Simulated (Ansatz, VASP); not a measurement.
## One calculation of SiO2, two programs

Contents of POSCAR:

```
SiO2
1.0
    4.1854060762      0.0000000000      0.0000000000
    0.0000000000      4.1854060762      0.0000000000
    0.0000000000      0.0000000000      2.6687449733
Si O
2 4
Direct
    0.5000000000      0.5000000000      0.5281030974
    0.0000000000      0.0000000000      0.0281030974
    0.6938852014      0.6938852014     -0.0246664008
    0.1938852014      0.8061147986      0.4753335992
    0.3061147986      0.3061147986     -0.0246664008
    0.8061147986      0.1938852014      0.4753335992
```

INCAR.step1

```
ALGO = Normal
EDIFF = 1E-4
ENCUT = 520
GGA = PE
ISMEAR = 0
LASPH = T
LCHARG = F
LREAL = F
LWAVE = T
NBANDS = 25
NELM = 80
PREC = Accurate
SIGMA = 0.05
```

The input INCAR.step2:

```
ALGO = Normal
EDIFF = 1E-7
ENCUT = 520
ISIF = 2
ISMEAR = 0
ISTART = 1
LASPH = T
LCHARG = T
LELF = T
LMIXTAU = T
LREAL = F
LVHAR = T
LWAVE = F
METAGGA = R2SCAN
NBANDS = 25
NELM = 80
PREC = Accurate
SIGMA = 0.05
```

KPOINTS

```
k-points
0
Gamma
  6 6 8
```

Input for Ansatz:

```yaml
crystal:
  lattice:
    - [4.1854060762, 0.0, 0.0]
    - [0.0, 4.1854060762, 0.0]
    - [0.0, 0.0, 2.6687449733]
  atoms:
    - { symbol: Si, position: [0.5, 0.5, 0.5281030974] }
    - { symbol: Si, position: [0.0, 0.0, 0.0281030974] }
    - { symbol: O, position: [0.6938852014, 0.6938852014, -0.0246664008] }
    - { symbol: O, position: [0.1938852014, 0.8061147986, 0.4753335992] }
    - { symbol: O, position: [0.3061147986, 0.3061147986, -0.0246664008] }
    - { symbol: O, position: [0.8061147986, 0.1938852014, 0.4753335992] }
basis:
  ecutwfc: 500
kpoints:
  mp_grid: { grid: [6, 6, 8] }
hamiltonian:
  xc: r2scan
scf:
  occupations: { method: gaussian, width: 0.05 }
output:
  forces: true
  stress: true
  eigenvalues: true
```

Change from the starting cell: mode 13 (655.2 1/cm) frozen in, largest displacement +0.075 Å.

Alike in both runs: task single point; functional r2SCAN; k mesh 6 × 6 × 8; occupations gaussian, width 0.05 eV; no spin polarisation.

|  | VASP | Ansatz |
| --- | --- | --- |
| version | VASP 6.6.1 | Ansatz 0.2.0 |
| potentials or method | VASP PAW PBE potentials, release 64 (Si, O) | scalar-relativistic, plane waves, PAW |
| plane-wave cutoff (eV) | 520 | 500 |
| valence electrons in the cell | 32 | 32 |

Ansatz gave:

- gap on the k mesh at the Fermi level (eV): 6.37
- least direct gap on the mesh (eV): 6.37
- pressure (GPa): 5.5
- largest component of the traceless stress (GPa): 2.10
- rms of the force components (eV/Å): 1.425

Question: What did VASP give for the same quantities?

Answer: gap on the k mesh at the Fermi level (eV): 6.36; least direct gap on the mesh (eV): 6.36; pressure (GPa): 6.0; largest component of the traceless stress (GPa): 2.74; rms of the force components (eV/Å): 1.458.

Atom by atom the forces differ by 0.036 eV/Å (rms over components). The functional is the same, so the differences come from potentials, cutoffs and numerics.

Caveats: the PAW data sets were made with another functional, which shifts forces and pressure a little (VASP). A k mesh can miss the band edges.
